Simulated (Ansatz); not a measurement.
# VBiO₄, one structure, two calculations

Cell: a COD entry, ions relaxed with PBE at fixed cell.

Space group I4_1/amd:1 (No. 141); a = 7.3030, c = 6.5840 Å.

| site | Wyckoff | site symmetry | x | y | z |
| --- | --- | --- | --- | --- | --- |
| V | 4b | -4m2 | 0.0000 | 0.0000 | 0.5000 |
| Bi | 4a | -4m2 | 0.0000 | 0.5000 | 0.2500 |
| O | 16h | .m. | 0.5000 | 0.3183 | 0.8325 |

One atom of each set is listed; the run and its k-mesh use a cell of 12 atoms with edges of 6.12, 6.12, 6.12 Å.

First run. Level of theory: DFT, PBE, plane waves and PAW, scalar-relativistic, 420 eV cutoff, Γ-centred 4×4×4 k-points, Fermi–Dirac smearing 0.02 eV (Ansatz 0.2.0).

| site | V_zz (10²¹ V/m²) | η |
| --- | --- | --- |
| V | -3.16 | 0.00 |
| Bi | 13.85 | 0.00 |
| O | -3.45 | 0.59 |

Second run. The same atoms and settings, except that spin–orbit coupling is included (fully relativistic PAW files).

Q: What does the second run give?

A: 

```
site   V_zz     η  change of V_zz
   V  -3.05  0.00           +0.11
  Bi  14.30  0.00           +0.45
   O  -3.61  0.58           -0.16
```

The largest change of V_zz is on Bi, from 13.85 to 14.30. In per cent, |V_zz| changes by -3 on V, +3 on Bi, +4 on O (all sites that start above 0.5).
